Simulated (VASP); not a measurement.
CaSe:

```
Ca Se
1.0
     0.00000    2.98268    2.98268
     2.98268    0.00000    2.98268
     2.98268    2.98268    0.00000
Ca Se
1 1
Cartesian
  0.0000 0.0000 0.0000
  2.9827 2.9827 2.9827
```

The cell was built by a generator and needn't be a form met in nature.

Program: VASP 6.6.1. Alike in all runs: potentials or basis VASP PAW PBE potentials, release 64 (Ca_sv, Se); cell as given; cutoff (eV) 520; smearing gaussian 0.02 eV. Hardware: 4 MPI ranks on Intel(R) Xeon(R) Platinum 8559C (Emerald Rapids) (shared host).

Problem. Order these runs on this cell by their wall time, lowest first.
A. task electrostatic potential; level r2SCAN; spin off; k mesh 8 × 8 × 8
B. task band structure; level PBE; spin non-collinear, zero start, SOC; k mesh 8 × 8 × 8
C. task band structure; level PBE0; spin off; k mesh 6 × 6 × 6; grid for exact exchange (PRECFOCK) Fast; exchange at q = 0 truncated
D. task electrostatic potential; level PBE; spin off; k mesh 8 × 8 × 8
E. task electrostatic potential; level HSE06; spin off; k mesh 6 × 6 × 6; grid for exact exchange (PRECFOCK) Fast; screening parameter 0.2 1/A

Solution. D (5.4 s), A (16 s), B (38 s), E (170 s), C (770 s).
